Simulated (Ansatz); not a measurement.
**BN: response to strain**

Aim: deform BN (equal xx and yy strain of +1 %) and compute stress, forces and field gradients with LAPW, PAW and all-electron datasets made for the crystal.

Program: Ansatz 0.2.0. Level of theory: DFT LDA, scalar-relativistic. These are calculated values, not measurements.

2 further runs of the same task are left out: 2 set aside as unsound or not needed.

### 1 Starting point

The structure is cubic, space group F-43m (No. 216). The conventional cell has a = 3.615 Å, b = 3.615 Å, c = 3.615 Å, α = 90.00°, β = 90.00°, γ = 90.00°. B (site symmetry -43m) has 4 N at 1.57 Å as nearest neighbours. N (site symmetry -43m) has 4 B at 1.57 Å as nearest neighbours.

Structure file:

```xyz
2
Lattice="0.0000 1.8075 1.8075 1.8075 0.0000 1.8075 1.8075 1.8075 0.0000" Properties=species:S:1:pos:R:3 pbc="T T T"
B     0.0000    0.0000    0.0000
N     2.7112    2.7112    2.7113
```

Atoms are numbered in the order of the input: B1, N2.

### 2 The deformed structure

Space group F-43m before, I-4m2 after.

### 3 Full-potential LAPW

The input, input.yaml:

```yaml
crystal:
  lattice:
    - [0.0, 1.825575, 1.8075]
    - [1.825575, 0.0, 1.8075]
    - [1.825575, 1.825575, 0.0]
  atoms:
    - { symbol: B, position: [0.0, 0.0, 0.0] }
    - { symbol: "N", position: [0.75, 0.75, 0.75] }
kpoints:
  mp_grid: { grid: [11, 11, 11] }
  band_path:
    path:
      - [0.0, 0.0, 0.0]
      - [0.0, 0.5, 0.5]
      - [0.25, 0.75, 0.5]
      - [0.0, 0.5, 0.0]
      - [0.0, 0.0, 0.0]
      - [0.5, 0.5, 0.0]
      - [0.3775125, 0.6224875, 0.0]
      - [-0.3775125, 0.3775125, 0.0]
      - [0.0, 0.0, 0.0]
    npoints: 5
scf:
  occupations: { method: fermi_dirac, width: 0.02 }
hamiltonian:
  xc: lda
  pseudopotentials: { kind: all_electron, lapw: { basis_error: 0.0005 } }
output:
  forces: true
  stress: true
  eigenvalues: true
```

On the command line:

```console
> ansatz run input.yaml --threads 1 --pin off --max-ram 3072MiB --backend cpu --events-out ev --progress --plain --runs-dir out
```

### 4 PAW with frozen cores

The input, input.yaml:

```yaml
crystal:
  lattice:
    - [0.0, 1.825575, 1.8075]
    - [1.825575, 0.0, 1.8075]
    - [1.825575, 1.825575, 0.0]
  atoms:
    - { symbol: B, position: [0.0, 0.0, 0.0] }
    - { symbol: "N", position: [0.75, 0.75, 0.75] }
kpoints:
  mp_grid: { grid: [11, 11, 11] }
scf:
  occupations: { method: fermi_dirac, width: 0.02 }
hamiltonian:
  xc: lda
  pseudopotentials: { kind: paw }
output:
  forces: true
  stress: true
  eigenvalues: true
  efg: { contact_densities: true }
  write_density: true
  write_potential: true
  elf: true
  volumetric_format: npy
```

### 5 Datasets made for this crystal

input.yaml: that of step 4 with these lines changed.

```diff
@@ -14,3 +14,3 @@
   xc: lda
-  pseudopotentials: { kind: paw }
+  pseudopotentials: { kind: all_electron, datasets: crystal }
 output:
@@ -20,5 +20 @@
   efg: { contact_densities: true }
-  write_density: true
-  write_potential: true
-  elf: true
-  volumetric_format: npy
```

(Steps that only read results are left out.)

**Question.** What will these runs give? Wanted: pressure; largest shear or deviatoric stress.

As calculated:

| quantity | value |
| --- | --- |
| pressure | LAPW -17.80, PAW -17.90, crystal datasets -17.79 GPa |
| largest shear or deviatoric stress (LAPW) | 3.96 GPa |

Against the undeformed cell the largest change of stress is -8.93 GPa, in the xx component (others tie with it), with the atoms carried along and not relaxed. PAW: stress within 0.11 GPa of LAPW. Crystal datasets: stress within 0.01 GPa of LAPW.
